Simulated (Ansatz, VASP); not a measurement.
AlN in VASP and in Ansatz

```xyz
4
Lattice="3.1110 0.0000 0.0000 -1.5555 2.6942 0.0000 0.0000 0.0000 5.0776" Properties=species:S:1:pos:R:3 pbc="T T T"
Al    0.0000    1.7961    0.0000
Al    1.5555    0.8981    2.5388
N     0.0000    1.7961    1.9549
N     1.5555    0.8981    4.4936
```

Change from the starting cell: zz strain of +2 %, crystal datasets.

Alike in both runs: task electric field gradients; functional PBE; k mesh 11 × 11 × 6; occupations fermi-dirac, width 0.02 eV; no spin polarisation.

```csv
,VASP,Ansatz
version,VASP 6.6.1,Ansatz 0.2.0
potentials or method,"VASP PAW PBE potentials, release 64 (Al, N), cutoff 520 eV","all-electron PAW with datasets made for the crystal, scalar-relativistic"
```

|  | VASP | Ansatz | Ansatz less VASP |
| --- | --- | --- | --- |
| gap on the k mesh at the Fermi level (eV) | 4.03 | 4.03 | -0.003 |
| pressure (GPa) | 0.2 | 0.4 | +0.18 |
| largest component of the traceless stress (GPa) | 5.71 | 5.69 | -0.017 |
| rms of the force components (eV/Å) | 0.210 | 0.209 | -0.0005 |
| Vzz of the field gradient on the site that differs most (V/Å²) | 12.8 | 12.4 | -0.48 |

Atom by atom the forces differ by 0.000 eV/Å (rms over components). Ansatz ran all-electron here, so the differences hold the error of VASP's frozen core and of both bases.

Caveats: an odd mesh through Γ misses points on the zone boundary, where band edges often lie.
